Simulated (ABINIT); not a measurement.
# A GW chain in ABINIT: BN (P6_3mc), part 2 of 3

Wanted: ground state, empty states, screening and self-energy for BN (P6_3mc).

ABINIT 10.8.3; PBEsol and many-body steps on it, plane waves. Known limits of the many-body steps: not at the basis limit; coarse k mesh.

So far. Step 2 (Ground state): The gap is indirect, with the least direct gap 3.28 eV higher.

The database entry behind the starting cell has ideal inner coordinates that were not refined, so it need not match the best structure at ambient conditions.

## Step 3: Bands along the symmetry lines

Level of this step: DFT, PBEsol, plane waves, norm-conserving pseudopotentials (ABINIT).

The cheap functional maps the bands first; the places of the edges decide which points the dearer methods must see.

Contents of run.abi:

```
acell 3*1.0 Angstrom
rprim 
  2.536000000002 -0.000000000000 0.000000000000
  -1.268000000000 2.196240423999 0.000000000000
  0.000000000000 0.000000000000 4.199000000000
ntypat 2
znucl 5 7
natom 4
typat 1 1 2 2
xred 
  0.666666666667 0.333333333333 0.000000000000
  0.333333333333 0.666666666667 0.500000000000
  0.666666666667 0.333333333333 0.375000000000
  0.333333333333 0.666666666667 0.875000000000
pp_dirpath "pseudos"
pseudos "B.upf, N.upf"
ecut 36
iscf -2
irdden 1
kptopt 0
nkpt 75
kpt 
  0.00000000 0.00000000 0.00000000
  0.06250000 0.00000000 0.00000000
  0.12500000 0.00000000 0.00000000
  0.18750000 0.00000000 0.00000000
  0.25000000 0.00000000 0.00000000
  0.31250000 0.00000000 0.00000000
  0.37500000 0.00000000 0.00000000
  0.43750000 0.00000000 0.00000000
  0.50000000 0.00000000 0.00000000
  0.47916667 0.04166667 0.00000000
  0.45833333 0.08333333 0.00000000
  0.43750000 0.12500000 0.00000000
  0.41666666 0.16666666 0.00000000
  0.39583333 0.20833333 0.00000000
  0.37500000 0.25000000 0.00000000
  0.35416666 0.29166666 0.00000000
  0.33333333 0.33333333 0.00000000
  0.29166666 0.29166666 0.00000000
  0.25000000 0.25000000 0.00000000
  0.20833333 0.20833333 0.00000000
  0.16666666 0.16666666 0.00000000
  0.12500000 0.12500000 0.00000000
  0.08333333 0.08333333 0.00000000
  0.04166667 0.04166667 0.00000000
  0.00000000 0.00000000 0.00000000
  0.00000000 0.00000000 0.06250000
  0.00000000 0.00000000 0.12500000
  0.00000000 0.00000000 0.18750000
  0.00000000 0.00000000 0.25000000
  0.00000000 0.00000000 0.31250000
  0.00000000 0.00000000 0.37500000
  0.00000000 0.00000000 0.43750000
  0.00000000 0.00000000 0.50000000
  0.06250000 0.00000000 0.50000000
  0.12500000 0.00000000 0.50000000
  0.18750000 0.00000000 0.50000000
  0.25000000 0.00000000 0.50000000
  0.31250000 0.00000000 0.50000000
  0.37500000 0.00000000 0.50000000
  0.43750000 0.00000000 0.50000000
  0.50000000 0.00000000 0.50000000
  0.47916667 0.04166667 0.50000000
  0.45833333 0.08333333 0.50000000
  0.43750000 0.12500000 0.50000000
  0.41666666 0.16666666 0.50000000
  0.39583333 0.20833333 0.50000000
  0.37500000 0.25000000 0.50000000
  0.35416666 0.29166666 0.50000000
  0.33333333 0.33333333 0.50000000
  0.29166666 0.29166666 0.50000000
  0.25000000 0.25000000 0.50000000
  0.20833333 0.20833333 0.50000000
  0.16666666 0.16666666 0.50000000
  0.12500000 0.12500000 0.50000000
  0.08333333 0.08333333 0.50000000
  0.04166667 0.04166667 0.50000000
  0.00000000 0.00000000 0.50000000
  0.50000000 0.00000000 0.50000000
  0.50000000 0.00000000 0.43750000
  0.50000000 0.00000000 0.37500000
  0.50000000 0.00000000 0.31250000
  0.50000000 0.00000000 0.25000000
  0.50000000 0.00000000 0.18750000
  0.50000000 0.00000000 0.12500000
  0.50000000 0.00000000 0.06250000
  0.50000000 0.00000000 0.00000000
  0.33333333 0.33333333 0.50000000
  0.33333333 0.33333333 0.43750000
  0.33333333 0.33333333 0.37500000
  0.33333333 0.33333333 0.31250000
  0.33333333 0.33333333 0.25000000
  0.33333333 0.33333333 0.18750000
  0.33333333 0.33333333 0.12500000
  0.33333333 0.33333333 0.06250000
  0.33333333 0.33333333 0.00000000
istwfk *1
nband 15
nbdbuf 2
tolwfr 1e-08
nstep 40
prtwf 0
prtvol 0
indata_prefix "in"
outdata_prefix "out"
tmpdata_prefix "tmp"
```

The run is started by

```
OMP_NUM_THREADS=1 mpirun -n 4 abinit run.abi > log
```

Numbers of over 12 decimals in the logs are rounded to 6 here.

The program printed:

```text
.Version 10.8.3 of ABINIT. v10.8.2 released Aug 2026.

 Symmetries : space group P6_3 m c (#186); Bravais hP (primitive hexag.)
[... echo of the input left out ...]
== DATASET  1 ==================================================================
-   mpi_nproc: 4, omp_nthreads: 1 (-1 if OMP is not activated)

--- !DatasetInfo
iteration_state: {dtset: 1, }
dimensions: {natom: 4, nkpt: 75, mband: 15, nsppol: 1, nspinor: 1, nspden: 1, mpw: 1677, }
cutoff_energies: {ecut:  36.0, pawecutdg:  -1.0, }
electrons: {nelect:   1.60000000E+01, charge:   0.00000000E+00, occopt:   1.00000000E+00, tsmear:   1.00000000E-02, }

 Real(R)+Recip(G) space primitive vectors, cartesian coordinates (Bohr,Bohr^-1):
 R(1)=  4.7923455  0.0000000  0.0000000  G(1)=  0.2086661  0.1204734  0.0000000
 R(2)= -2.3961727  4.1502929  0.0000000  G(2)=  0.0000000  0.2409468  0.0000000
 R(3)=  0.0000000  0.0000000  7.9349600  G(3)=  0.0000000  0.0000000  0.1260246
 Unit cell volume ucvol=  1.5782348E+02 bohr^3
 Angles (23,13,12)=  9.00000000E+01  9.00000000E+01  1.20000000E+02 degrees

 getcut: wavevector=  0.0000  0.0000  0.0000  ngfft=  27  27  45
         ecut(hartree)=     36.000   => boxcut(ratio)=   2.01065

--- Pseudopotential description ------------------------------------------------
- B Generated using ONCVPSP code by D. R. Hamann
-  5.00000   3.00000  180301                  znucl, zion, pspdat
12 -116133 1 -1 1534                          pspcod,pspxc,lmax,lloc,mmax
     nproj     2     2
  pspatm : epsatm=    3.20154509
         --- l  ekb(1:nproj) -->
             0    8.466603    1.247630
             1   -3.609180   -0.822621
 pspatm: atomic psp has been read  and splines computed

- N Generated using ONCVPSP code by D. R. Hamann
-  7.00000   5.00000  180301                  znucl, zion, pspdat
12 -116133 1 -1 1058                          pspcod,pspxc,lmax,lloc,mmax
     nproj     2     2
  pspatm : epsatm=    5.26508482
         --- l  ekb(1:nproj) -->
             0    7.464189    0.625868
[...]
pspatm: atomic psp has been read  and splines computed

--------------------------------------------------------------------------------

================================================================================
 prteigrs : about to open file out_EIG
 Non-SCF case, kpt    1 (  0.00000  0.00000  0.00000), residuals and eigenvalues=
  7.33E-09  2.02E-09  7.03E-09  2.44E-09  7.04E-09  3.08E-09  3.02E-09  4.31E-09
  5.14E-09  8.00E-09  2.36E-09  5.59E-09  8.42E-09  9.22E-09  7.32E-07
 -4.4125E-01 -2.8497E-01 -9.4657E-02  2.3440E-01  2.3440E-01  3.0390E-01
  3.1318E-01  3.1318E-01  6.2356E-01  6.2356E-01  6.2966E-01  6.6947E-01
[...]
Non-SCF case, kpt    2 (  0.06250  0.00000  0.00000), residuals and eigenvalues=
  2.48E-09  6.79E-09  7.99E-09  8.41E-09  4.77E-09  5.46E-09  3.51E-09  6.97E-09
[...]
Non-SCF case, kpt   74 (  0.33333  0.33333  0.06250), residuals and eigenvalues=
[...]
Non-SCF case, kpt   75 (  0.33333  0.33333  0.00000), residuals and eigenvalues=
[...]
-2.4143E-01 -2.4143E-01 -3.3614E-02  4.6253E-02  4.6253E-02  1.0858E-01
  1.1147E-01  1.1147E-01  4.9844E-01  8.1102E-01  8.1102E-01  8.2104E-01
[...]
--- !ResultsGS
iteration_state: {dtset: 1, }
comment   : Summary of ground state results
lattice_vectors:
- [  4.7923455,  -0.0000000,   0.0000000, ]
- [ -2.3961727,   4.1502929,   0.0000000, ]
- [  0.0000000,   0.0000000,   7.9349600, ]
lattice_lengths: [   4.79235,    4.79235,    7.93496, ]
lattice_angles: [ 90.000,  90.000, 120.000, ] # degrees, (23, 13, 12)
lattice_volume:   1.5782348E+02
convergence: {deltae:  0.000E+00, res2:  0.000E+00, residm:  9.999E-09, diffor:  0.000E+00, }
etotal    :  -2.67412940E+01
entropy   :   0.00000000E+00
fermie    :   3.13182380E-01
cartesian_stress_tensor: null
pressure_GPa: null
xred      :
- [  6.6667E-01,   3.3333E-01,  -1.9429E-16,  B]
- [  3.3333E-01,   6.6667E-01,   5.0000E-01,  B]
- [  6.6667E-01,   3.3333E-01,   3.7500E-01,  N]
- [  3.3333E-01,   6.6667E-01,   8.7500E-01,  N]
cartesian_forces: null
force_length_stats: {min: null, max: null, mean: null, }

 Integrated electronic density in atomic spheres:
 ------------------------------------------------
 Atom  Sphere_radius  Integrated_density
[...]
================================================================================

 ----iterations are completed or convergence reached----

 Mean square residual over all n,k,spin=   54.245E-10; max=  99.987E-10
 reduced coordinates (array xred) for    4 atoms
[...]
0.666666666667      0.333333333333      0.375000000000
       0.333333333333      0.666666666667      0.875000000000

 cartesian coordinates (angstrom) at end:
    1      1.268000     0.732080    -0.000000
    2      6.7e-13     1.464160     2.099500
    3      1.268000     0.732080     1.574625
    4      6.7e-13     1.464160     3.674125
 length scales=  1.889726125908  1.889726125908  1.889726125908 bohr
              =  1.000000000000  1.000000000000  1.000000000000 angstroms
 prteigrs : about to open file out_EIG
 Eigenvalues (hartree) for nkpt=  75  k points:
 kpt#   1, nband= 15, wtk=  1.00000, kpt=  0.0000  0.0000  0.0000 (reduced coord)
[...]
kpt#   2, nband= 15, wtk=  1.00000, kpt=  0.0625  0.0000  0.0000 (reduced coord)
[...]
kpt#   3, nband= 15, wtk=  1.00000, kpt=  0.1250  0.0000  0.0000 (reduced coord)
[...]
kpt#  74, nband= 15, wtk=  1.00000, kpt=  0.3333  0.3333  0.0625 (reduced coord)
  -0.24122   -0.24122   -0.03268    0.04166    0.04166    0.10631    0.11696    0.11696
   0.50248    0.79840    0.79840    0.81958    0.84816    0.84818    0.88362
 kpt#  75, nband= 15, wtk=  1.00000, kpt=  0.3333  0.3333  0.0000 (reduced coord)
  -0.24143   -0.24143   -0.03361    0.04625    0.04625    0.10858    0.11147    0.11147
   0.49844    0.81102    0.81102    0.82104    0.84786    0.84787    0.87490

== END DATASET(S) ==============================================================
================================================================================

 -outvars: echo values of variables after computation  --------
            nband          15
             nkpt          75
          spgroup         186
 [... the other variables as echoed above ...]

 Calculation completed.
```

Wall time 8.6 s (4 MPI ranks of Arm Neoverse V2, shared host); peak memory 0.26 GiB; 34 s of CPU time.

Numbers from this step:

- gap: 5.041 eV
- k of the valence top: 0, 0, 0
- k of the conduction bottom: 0.3333, 0.3333, 0
- least direct gap: 8.317 eV

The gap is 5.041 eV, as in the run before at this level.

Electronic bands along the path, in eV, zero at the top of the highest filled band; v1 is the highest filled band, c1 the lowest empty one:

```tsv
point	v4	v3	v2	v1	c1	c2	c3	c4
Γ	-2.14	-0.25	0.00	0.00	8.45	8.45	8.61	9.70
halfway	-3.87	-3.79	-1.62	-1.17	7.31	9.39	10.20	11.09
M	-6.99	-5.06	-4.50	-2.15	6.70	7.91	10.70	11.57
halfway	-6.64	-6.55	-4.68	-3.66	6.27	9.38	11.79	13.23
K	-7.26	-5.57	-5.49	-5.49	5.04	13.55	13.55	13.82
halfway	-5.77	-3.66	-2.23	-1.97	8.38	8.96	10.36	11.65
Γ	-2.14	-0.25	0.00	0.00	8.45	8.45	8.61	9.70
halfway	-1.88	-1.88	-0.38	-0.38	8.88	8.88	9.26	9.67
A	-1.19	-1.19	-1.19	-1.19	9.60	9.60	10.01	10.01
halfway	-4.15	-4.15	-2.71	-2.71	7.92	7.92	11.35	11.35
L	-3.83	-3.83	-3.61	-3.61	6.55	6.55	10.08	10.08
halfway	-5.84	-5.84	-3.23	-3.23	7.97	7.97	11.00	11.00
H	-7.91	-7.91	-3.07	-3.07	9.37	9.37	10.11	10.11
halfway	-4.39	-4.39	-3.52	-3.52	8.86	8.86	10.82	10.82
A	-1.19	-1.19	-1.19	-1.19	9.60	9.60	10.01	10.01
jump to L	-3.83	-3.83	-3.61	-3.61	6.55	6.55	10.08	10.08
halfway	-5.55	-4.73	-3.56	-2.72	6.79	6.83	11.07	11.82
M	-6.99	-5.06	-4.50	-2.15	6.70	7.91	10.70	11.57
jump to H	-7.91	-7.91	-3.07	-3.07	9.37	9.37	10.11	10.11
halfway	-8.31	-6.41	-4.10	-4.10	6.64	10.97	10.97	13.04
K	-7.26	-5.57	-5.49	-5.49	5.04	13.55	13.55	13.82
```

## Step 4: Empty states on the mesh, 3×3×2 mesh, 21 bands

The sums over transitions need many empty states on a uniform mesh; this step solves for them.

Contents of run.abi:

```
acell 3*1.0 Angstrom
rprim 
  2.536000000002 -0.000000000000 0.000000000000
  -1.268000000000 2.196240423999 0.000000000000
  0.000000000000 0.000000000000 4.199000000000
ntypat 2
znucl 5 7
natom 4
typat 1 1 2 2
xred 
  0.666666666667 0.333333333333 0.000000000000
  0.333333333333 0.666666666667 0.500000000000
  0.666666666667 0.333333333333 0.375000000000
  0.333333333333 0.666666666667 0.875000000000
pp_dirpath "pseudos"
pseudos "B.upf, N.upf"
ecut 36
ngkpt 3 3 2
nshiftk 1
shiftk 0 0 0
kptopt 1
chksymbreak 0
iscf -2
irdden 1
istwfk *1
nband 21
nbdbuf 4
tolwfr 1e-09
nstep 60
prtvol 0
indata_prefix "in"
outdata_prefix "out"
tmpdata_prefix "tmp"
```

The program printed:

```text
.Version 10.8.3 of ABINIT. v10.8.2 released Aug 2026.

 Symmetries : space group P6_3 m c (#186); Bravais hP (primitive hexag.)
[... echo of the input left out ...]
== DATASET  1 ==================================================================
-   mpi_nproc: 4, omp_nthreads: 1 (-1 if OMP is not activated)

--- !DatasetInfo
iteration_state: {dtset: 1, }
dimensions: {natom: 4, nkpt: 6, mband: 21, nsppol: 1, nspinor: 1, nspden: 1, mpw: 1677, }
cutoff_energies: {ecut:  36.0, pawecutdg:  -1.0, }
electrons: {nelect:   1.60000000E+01, charge:   0.00000000E+00, occopt:   1.00000000E+00, tsmear:   1.00000000E-02, }

 Real(R)+Recip(G) space primitive vectors, cartesian coordinates (Bohr,Bohr^-1):
 R(1)=  4.7923455  0.0000000  0.0000000  G(1)=  0.2086661  0.1204734  0.0000000
 R(2)= -2.3961727  4.1502929  0.0000000  G(2)=  0.0000000  0.2409468  0.0000000
 R(3)=  0.0000000  0.0000000  7.9349600  G(3)=  0.0000000  0.0000000  0.1260246
 Unit cell volume ucvol=  1.5782348E+02 bohr^3
 Angles (23,13,12)=  9.00000000E+01  9.00000000E+01  1.20000000E+02 degrees

 getcut: wavevector=  0.0000  0.0000  0.0000  ngfft=  27  27  45
         ecut(hartree)=     36.000   => boxcut(ratio)=   2.01065

--- Pseudopotential description ------------------------------------------------
- B Generated using ONCVPSP code by D. R. Hamann
-  5.00000   3.00000  180301                  znucl, zion, pspdat
12 -116133 1 -1 1534                          pspcod,pspxc,lmax,lloc,mmax
     nproj     2     2
  pspatm : epsatm=    3.20154509
         --- l  ekb(1:nproj) -->
             0    8.466603    1.247630
             1   -3.609180   -0.822621
 pspatm: atomic psp has been read  and splines computed

- N Generated using ONCVPSP code by D. R. Hamann
-  7.00000   5.00000  180301                  znucl, zion, pspdat
12 -116133 1 -1 1058                          pspcod,pspxc,lmax,lloc,mmax
     nproj     2     2
  pspatm : epsatm=    5.26508482
         --- l  ekb(1:nproj) -->
             0    7.464189    0.625868
[...]
pspatm: atomic psp has been read  and splines computed

--------------------------------------------------------------------------------

================================================================================
 prteigrs : about to open file out_EIG
 Non-SCF case, kpt    1 (  0.00000  0.00000  0.00000), residuals and eigenvalues=
  4.90E-11  5.81E-10  7.02E-10  8.67E-11  2.42E-10  2.40E-10  1.05E-10  8.92E-10
  1.61E-10  1.73E-10  2.46E-10  3.05E-10  8.86E-10  3.55E-10  9.30E-10  5.60E-10
  7.61E-10  7.72E-10  4.52E-10  8.38E-06  6.46E-04
 -4.4125E-01 -2.8497E-01 -9.4657E-02  2.3440E-01  2.3440E-01  3.0390E-01
  3.1318E-01  3.1318E-01  6.2356E-01  6.2356E-01  6.2966E-01  6.6947E-01
  7.1368E-01  7.5417E-01  7.5417E-01  9.0747E-01  1.1063E+00  1.1111E+00
[...]
prteigrs : prtvol=0 or 1, do not print more k-points.

--- !ResultsGS
iteration_state: {dtset: 1, }
comment   : Summary of ground state results
lattice_vectors:
- [  4.7923455,  -0.0000000,   0.0000000, ]
- [ -2.3961727,   4.1502929,   0.0000000, ]
- [  0.0000000,   0.0000000,   7.9349600, ]
lattice_lengths: [   4.79235,    4.79235,    7.93496, ]
lattice_angles: [ 90.000,  90.000, 120.000, ] # degrees, (23, 13, 12)
lattice_volume:   1.5782348E+02
convergence: {deltae:  0.000E+00, res2:  0.000E+00, residm:  9.933E-10, diffor:  0.000E+00, }
etotal    :  -2.67412940E+01
entropy   :   0.00000000E+00
fermie    :   3.13182380E-01
cartesian_stress_tensor: null
pressure_GPa: null
xred      :
- [  6.6667E-01,   3.3333E-01,  -1.9429E-16,  B]
- [  3.3333E-01,   6.6667E-01,   5.0000E-01,  B]
- [  6.6667E-01,   3.3333E-01,   3.7500E-01,  N]
- [  3.3333E-01,   6.6667E-01,   8.7500E-01,  N]
cartesian_forces: null
force_length_stats: {min: null, max: null, mean: null, }

 Integrated electronic density in atomic spheres:
 ------------------------------------------------
 Atom  Sphere_radius  Integrated_density
[...]
================================================================================

 ----iterations are completed or convergence reached----

 Mean square residual over all n,k,spin=   46.046E-11; max=  99.329E-11
 reduced coordinates (array xred) for    4 atoms
[...]
0.666666666667      0.333333333333      0.375000000000
       0.333333333333      0.666666666667      0.875000000000

 cartesian coordinates (angstrom) at end:
    1      1.268000     0.732080    -0.000000
    2      6.7e-13     1.464160     2.099500
    3      1.268000     0.732080     1.574625
    4      6.7e-13     1.464160     3.674125
 length scales=  1.889726125908  1.889726125908  1.889726125908 bohr
              =  1.000000000000  1.000000000000  1.000000000000 angstroms
 prteigrs : about to open file out_EIG
 Eigenvalues (hartree) for nkpt=   6  k points:
 kpt#   1, nband= 21, wtk=  0.05556, kpt=  0.0000  0.0000  0.0000 (reduced coord)
  -0.44125   -0.28497   -0.09466    0.23440    0.23440    0.30390    0.31318    0.31318
   0.62356    0.62356    0.62966    0.66947    0.71368    0.75417    0.75417    0.90747
   1.10630    1.11113    1.11113    1.20263    1.26270
 prteigrs : prtvol=0 or 1, do not print more k-points.

== END DATASET(S) ==============================================================
================================================================================

 -outvars: echo values of variables after computation  --------
            nband          21
             nkpt           6
          spgroup         186
 [... the other variables as echoed above ...]

 Calculation completed.
```

Wall time 2.4 s (4 MPI ranks); peak memory 0.07 GiB.

Numbers from this step:

```
gap                                                           : 5.041 eV
k of the valence top                                          : 0, 0, 0
k of the conduction bottom                                    : 0.3333, 0.3333, 0
least direct gap                                              : 8.446 eV
k points computed                                             : 6
lowest point of the top converged band, above the valence top : 17.51 eV
```

On this mesh the gap is 5.041 eV.

## Step 5: Screening, 3×3×2 mesh, 17 bands, screening to 87.1 eV

The RPA dielectric matrix is built and inverted for each q.

This step: RPA screening on PBEsol, plane waves, norm-conserving pseudopotentials.

Changes to run.abi since step 4:

```diff
@@ -22,10 +22,11 @@
 chksymbreak 0
-iscf -2
-irdden 1
 istwfk *1
-nband 21
-nbdbuf 4
-tolwfr 1e-09
-nstep 60
-prtvol 0
+occopt 1
+irdwfk 1
+optdriver 3
+nband 17
+ecuteps 3.2
+inclvkb 2
+awtr 1
+symchi 1
 indata_prefix "in"
```

The program printed:

```text
.Version 10.8.3 of ABINIT. v10.8.2 released Aug 2026.

 Symmetries : space group P6_3 m c (#186); Bravais hP (primitive hexag.)
[... echo of the input left out ...]
== DATASET  1 ==================================================================
-   mpi_nproc: 4, omp_nthreads: 1 (-1 if OMP is not activated)

--- !DatasetInfo
iteration_state: {dtset: 1, }
dimensions: {natom: 4, nkpt: 6, mband: 17, nsppol: 1, nspinor: 1, nspden: 1, mpw: 1677, }
cutoff_energies: {ecut:  36.0, pawecutdg:  -1.0, }
electrons: {nelect:   1.60000000E+01, charge:   0.00000000E+00, occopt:   1.00000000E+00, tsmear:   1.00000000E-02, }

 SCREENING: Calculation of the susceptibility and dielectric matrices

 Based on a program developped by R.W. Godby, V. Olevano, G. Onida, and L. Reining.
 Incorporated in ABINIT by V. Olevano, G.-M. Rignanese, and M. Torrent.
.Using double precision arithmetic ; gwpc =  8

[... cell and pseudopotentials left out ...]
--------------------------------------------------------------------------------

 ==== K-mesh for the wavefunctions ====
 Number of points in the irreducible wedge :     6
[... list of points left out ...]
 Together with 12 symmetry operations and time-reversal symmetry
 yields    18 points in the full Brillouin Zone.

 ==== Q-mesh for the screening function ====
 Number of points in the irreducible wedge :     6
[... list of points left out ...]
 Together with 12 symmetry operations and time-reversal symmetry
 yields    18 points in the full Brillouin Zone.

 setmesh: FFT mesh size selected  =    18x   18x   30
          total number of points  =         9720

 vcoul_init : cutoff-mode = AUXILIARY_FUNCTION
 q-points for optical limit:   1
     1)      0.000010    0.000020    0.000030

- screening: taking advantage of time-reversal symmetry
- Maximum band index for partially occupied states nbvw = 8
- Remaining bands to be divided among processors   nbcw = 9
- Number of bands treated by each node ~2

 Number of electrons calculated from density =   16.0000; Expected =   16.0000
 average of density, n =  0.101379
 r_s =    1.3304
 omega_plasma =   30.7135 [eV]

 calculating chi0 at frequencies [eV] :
  1    0.000000E+00    0.000000E+00
  2    0.000000E+00    3.071353E+01

--------------------------------------------------------------------------------
  q-point number  1        q = ( 0.000000, 0.000000, 0.000000) [r.l.u.]
--------------------------------------------------------------------------------
[... chi0 elements left out ...]
 For q-point:  0.000010 0.000020 0.000030
  dielectric constant =   5.1678
  dielectric constant without local fields =   5.3149

  Average fulfillment of the sum rule on Im[epsilon] for q-point    1 :     25.14  [%]
[... wings left out ...]
  q-point number  2        q = ( 0.333333, 0.000000, 0.000000) [r.l.u.]
--------------------------------------------------------------------------------
[... chi0 elements left out ...]
  Average fulfillment of the sum rule on Im[epsilon] for q-point    2 :     36.87  [%]

 [... 4 further q-points ...]
```

Wall time 1.9 s (4 MPI ranks); peak memory 0.08 GiB.

This step gave:

- ε∞ with local fields, on this mesh, along the program's q direction: 5.168
- the same without local fields: 5.315
- plasma frequency: 30.71 eV
- plane waves in the screening matrix: 37

Local fields lower ε∞ by 3 %. On a Γ-centred mesh this coarse the value itself is usually too large, while a short band sum pulls it down.

(Continued in part 3 of 3.)

[Paths, hosts, dates, memory and timing lines, banners, echoed tables and standing remarks are left out of the program output.]

[Logs are printed without paths, hosts, clocks, repeated set-up lines and the standing remarks that a program may print on its own settings, such as how far it seeks lower states.]

[Runs of the session that timed out or met a known fault of the program may be left out.]

[Hosts, paths, dates, database ids (printed as entryN), source tags and the programs' standing remarks are cut or masked in the printed files.]

[G0W0 gaps are taken among the corrected bands and points alone; a level outside them can change the order at an edge.]

[Where Ansatz stands beside ABINIT at settings called matched, ABINIT's density can come from a denser mesh and the files from another edition; pairs whose starting gaps differed by over 0.03 eV were left out, so agreement reads better than it is.]
